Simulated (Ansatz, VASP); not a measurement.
# ZrC in VASP and in Ansatz

File INCAR:

```
SYSTEM = ZrC
PREC = Accurate
ENCUT = 520
EDIFF = 1E-7
ISMEAR = -1
SIGMA = 0.05
LREAL = .FALSE.
LASPH = .TRUE.
NELM = 100
ALGO = Normal
ISIF = 2
LWAVE = .FALSE.
LCHARG = .FALSE.
GGA = PE
NBANDS = 15
```

Contents of KPOINTS:

```
Automatic mesh
0
G
  9 9 9
  0 0 0
```

The input POSCAR:

```
ZrC
1.0
    0.0000000000      2.5790175256      2.5790175256
    2.5790175256      0.0000000000      2.5790175256
    2.5790175256      2.5790175256      0.0000000000
Zr C
1 1
Direct
    0.5000000000      0.5000000000      0.5000000000
    0.7500000000      0.7500000000      0.7500000000
```

input.yaml

```yaml
crystal:
  lattice:
    - [0.0, 2.5790175256, 2.5790175256]
    - [2.5790175256, 0.0, 2.5790175256]
    - [2.5790175256, 2.5790175256, 0.0]
  atoms:
    - { symbol: Zr, position: [0.5, 0.5, 0.5] }
    - { symbol: C, position: [0.75, 0.75, 0.75] }
hamiltonian:
  xc: pbe
  pseudopotentials: { kind: paw }
kpoints:
  mp_grid: { grid: [9, 9, 9] }
scf:
  occupations: { method: fermi_dirac, width: 0.05 }
output:
  forces: true
  stress: true
  eigenvalues: true
```

Change from the starting cell: volume scaled by 1.04.

Alike in both runs: task single point; functional PBE; k mesh 9 × 9 × 9; occupations fermi-dirac, width 0.05 eV; no spin polarisation.

```csv
,VASP,Ansatz
version,VASP 6.6.1,Ansatz 0.2.0
potentials or method,"VASP PAW PBE potentials, release 64 (Zr_sv, C)",Ansatz PAW
plane-wave cutoff (eV),520,420
valence electrons in the cell,16,16
```

Ansatz gave:

* gap on the k mesh at the Fermi level (eV): 0.57
* least direct gap on the mesh (eV): 0.57
* pressure (GPa): -5.4

Question: Estimate VASP's values.

Answer: gap on the k mesh at the Fermi level (eV): 0.57; least direct gap on the mesh (eV): 0.57; pressure (GPa): -5.2.

Caveats: an odd mesh through Γ misses points on the zone boundary, where band edges often lie (VASP); odd divisions of the mesh miss points on the zone boundary, where band edges often lie, so the gap on the mesh can be too wide (Ansatz).
